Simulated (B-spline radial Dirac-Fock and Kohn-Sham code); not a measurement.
# Ionisation of each subshell: Kr⁺

System: Kr⁺, [Ar] 3d10 4s2 4p5, inside a Watson sphere of charge -1 and radius 2 Å (a model of the Madelung potential; inside it an electron's potential energy is raised by 7.2 eV); nuclear rms radius 4.1884 fm (A = 84).

The run's input, task.json:

```json
{"items": [{
  "Z": 36,
  "q": 1,
  "cfg": [[1, 0, 2], [2, 0, 2], [2, 1, 6], [3, 0, 2], [3, 1, 6], [3, 2, 10], [4, 0, 2], [4, 1, 5]],
  "A": 84,
  "rrms": 4.1884,
  "watson": [-1, 2.0],
  "do": ["binding"]
}]}
```

Command: `python xray_run.py task.json out`

The computed values come from a radial atomic solver: Dirac-Fock energy differences between relaxed states, corrected for Breit and QED terms. Correlation and solid-state effects are left out. Energies are counted from the vacuum level. Subshells whose hole state is unreliable or did not converge are left out.

All terms are in eV, carry their sign (relaxation lowers the binding energy) and add up to the binding energy; ⟨r⟩ is the mean radius of the orbital in the initial state.

| subshell | −ε (Koopmans) | relaxation | Breit | self-energy | vacuum polarisation | binding energy | ⟨r⟩ (bohr) |
| --- | --- | --- | --- | --- | --- | --- | --- |
| K (1s) | 14418.5 | -53.29 | -22.05 | -12.06 | 1.26 | 14332.4 | 0.041 |
| L1 (2s) | 1966.3 | -26.67 | -1.69 | -1.32 | 0.13 | 1936.8 | 0.183 |
| L2 (2p1/2) | 1770.3 | -29.19 | -2.95 | 0.14 | -0.01 | 1738.3 | 0.157 |
| M1 (3s) | 310.3 | -8.20 | -0.17 | -0.22 | 0.02 | 301.7 | 0.527 |
| M2 (3p1/2) | 239.4 | -8.23 | -0.33 | 0.03 | 0.00 | 230.8 | 0.532 |
| M4 (3d3/2) | 107.6 | -8.39 | -0.02 | 0.02 | 0.00 | 99.24 | 0.550 |
| M5 (3d5/2) | 106.3 | -8.31 | 0.04 | 0.02 | 0.00 | 98.00 | 0.554 |
| N1 (4s) | 35.55 | -1.01 | -0.01 | -0.02 | 0.00 | 34.51 | 1.561 |
| N2,3 (4p) | 17.78 | -0.79 | -0.01 | 0.00 | 0.00 | 16.99 | 1.850 |

For the deepest level, K (1s), the Breit terms make up -0.154 % of the binding energy, QED -0.075 % and orbital relaxation -0.372 %.

Spin-orbit splittings: 3d 1.24 eV.
